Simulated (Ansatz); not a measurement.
## ZnS under changes of volume

One of the cells (19.727 Å³/atom); the others are scaled copies at fixed shape and fractional positions:

```
CELL_PARAMETERS angstrom
0.00000 2.70200 2.70200
2.70200 0.00000 2.70200
2.70200 2.70200 0.00000
ATOMIC_POSITIONS crystal
Zn 0.75000 0.75000 0.75000
S 0.00000 0.00000 0.00000
```

```yaml
Program: Ansatz 0.2.0
Functional: r2SCAN0
Potentials_or_basis: Ansatz PAW
Cutoff: "500 eV (not typed: the program's choice for these potentials)"
k_mesh: 5 × 5 × 5
Occupations: fermi-dirac, width 0.05 eV
Spin: no spin polarisation
```

```tsv
volume (Å³/atom)	energy over the lowest point (meV/atom)	pressure (GPa)	gap on the mesh (eV)
18.543	16.41	5.2	4.67
18.938	6.27	3.1	4.57
19.332	0.96	1.2	4.46
19.727	0.00	-0.4	4.36
20.121	?	?	?
20.516	9.35	-3.3	4.16
20.910	18.95	-4.5	4.07
```

**Question.** What does the run at 20.121 Å³/atom give?

**Answer.** Energy over the lowest point 2.91 meV/atom; pressure -1.9 GPa; gap on the mesh 4.26 eV.

Worked out: A Birch-Murnaghan fit of order 3 (a polynomial in V^(-2/3)) to the other rows has its minimum at 19.62 Å³/atom with B0 = V·E''(V) = 81 GPa and B' = 4.2. It gives 2.91 meV/atom at 20.121 Å³/atom, against the run's 2.91, and -dE/dV = -1.9 GPa, against -1.9. A straight line through the other rows of the gap, of slope -5.03 eV per unit of ln V (its deformation potential), gives 4.26 eV, against the run's 4.26.

Energies are extrapolated to zero smearing.

Caveats: odd divisions of the mesh miss points on the zone boundary, where band edges often lie, so the gap on the mesh can be too wide; the PAW data sets come from PBE, with cores solved anew for the run's functional, which leaves a small shift of forces and pressure; the thresholds are loose for stress.
